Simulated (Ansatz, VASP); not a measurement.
# Two plane-wave programs on CO2

```xyz
12
Lattice="4.6544 0.0000 0.0000 0.0000 4.6544 0.0000 0.0000 0.0000 4.6544" Properties=species:S:1:pos:R:3 pbc="T T T"
C     0.0000    0.0000    0.0000
C     2.3272    0.0000    2.3272
C     2.3272    2.3272    0.0000
C     0.0000    2.3272    2.3272
O     0.6623    0.6623    0.6623
O     3.9921    3.9921    3.9921
O     1.6649    3.9921    2.9895
O     2.9895    0.6623    1.6649
O     2.9895    1.6649    3.9921
O     1.6649    2.9895    0.6623
O     3.9921    2.9895    1.6649
O     0.6623    1.6649    2.9895
```

Alike in both runs: functional r2SCAN; k mesh 4 × 4 × 4; no spin polarisation.

Ansatz relaxed the structure, and its values are those at the end. VASP's run is a single point on that final structure, the one shown.

|  | VASP | Ansatz |
| --- | --- | --- |
| version | VASP 6.6.1 | Ansatz 0.2.0 |
| potentials or method | VASP PAW PBE potentials, release 64 (C, O) | scalar-relativistic, plane waves, PAW |
| plane-wave cutoff (eV) | 520 | 600 |
| occupations | gaussian, width 0.01 eV | fixed |
| valence electrons in the cell | 64 | 64 |

|  | VASP | Ansatz | Ansatz less VASP |
| --- | --- | --- | --- |
| gap on the k mesh at the Fermi level (eV) | 7.63 | 7.65 | +0.024 |
| least direct gap on the mesh (eV) | 7.80 | 7.82 | +0.021 |
| rms of the force components (eV/Å) | 0.409 | 0.000 | -0.4085 |

One of these differences is far larger than is usual between the two programs; its cause wasn't traced.

Caveats: the standard files for N, O and F lose accuracy on very short bonds; the PAW data sets were made with another functional, which shifts forces and pressure a little (VASP). A k mesh can miss the band edges.
